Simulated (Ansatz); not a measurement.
ZrS₂, CdI2 type was relaxed with 3 functionals in the PAW code Ansatz, cell and atoms free, the symmetry of the start kept (meshes: PBE-D3(BJ) 6×6×4, r2SCAN+rVV10 12×12×4, PBE-D4 12×12×4). Calculated for a static, non-magnetic cell.

The PBE-D4 result:
```yaml
crystal:
  lattice:
    - [3.64792, 0.00000, 0.00000]
    - [-1.82396, 3.15919, 0.00000]
    - [0.00000, 0.00000, 5.82000]
  atoms:
    - { symbol: Zr, position: [0.00000, 0.00000, 0.00000] }
    - { symbol: S, position: [0.33333, 0.66667, 0.25020] }
    - { symbol: S, position: [0.66667, 0.33333, 0.74980] }
```

It is trigonal, P-3m1 (No. 164); conventional cell a = 3.648 Å, c = 5.820 Å, 22.36 Å³ an atom. Around Zr lie 6 S at 2.56 Å; around S lie 3 Zr at 2.56 Å.

(1) Order the functionals by the relaxed volume, smallest first.
A. PBE-D3(BJ)
B. PBE-D4
C. r2SCAN+rVV10

(2) How does the cell change with r2SCAN+rVV10?

(3) What lattice does PBE-D3(BJ) give?

(4) How do the relaxed cells compare with measured ones?

## Answers

(1) A (21.85 Å³/atom), B (22.36 Å³/atom), C (22.83 Å³/atom).

(2) a = 3.674 Å, c = 5.857 Å; the volume differs by +2.1 % from PBE-D4's. Zr is surrounded by 6 S at 2.57 Å; S is surrounded by 3 Zr at 2.57 Å.

(3) a = 3.639 Å, c = 5.716 Å; the volume differs by -2.3 % from PBE-D4's. Around Zr lie 6 S at 2.56 Å; around S lie 3 Zr at 2.56 Å.

(4)
Calculation and measurement side by side:
- Lattice constant a, measured 3.663 Å: PBE-D3(BJ) 3.639 (-0.7 %), r2SCAN+rVV10 3.674 (+0.3 %), PBE-D4 3.648 (-0.4 %). Source: 3.663 Å (a; literature experiment; Literature value quoted for comparison; measurement temperature not given; quoted in “High temperature equilibrium of 3D and 2D chalcogenide perovskites”, 2022, arxiv:2212.01429).
- Lattice constant c, measured 5.821 Å: PBE-D3(BJ) 5.716 (-1.8 %), r2SCAN+rVV10 5.857 (+0.6 %), PBE-D4 5.820 (0.0 %). Source: 5.821 Å (c; literature experiment; Literature value quoted for comparison; measurement temperature not given; quoted in “High temperature equilibrium of 3D and 2D chalcogenide perovskites”, 2022, arxiv:2212.01429).
The calculated lattice is static; the measured one holds thermal expansion and zero-point motion. Reports marked as nanostructured, strained, doped, implanted or mixed samples, and transport gaps, were set aside.
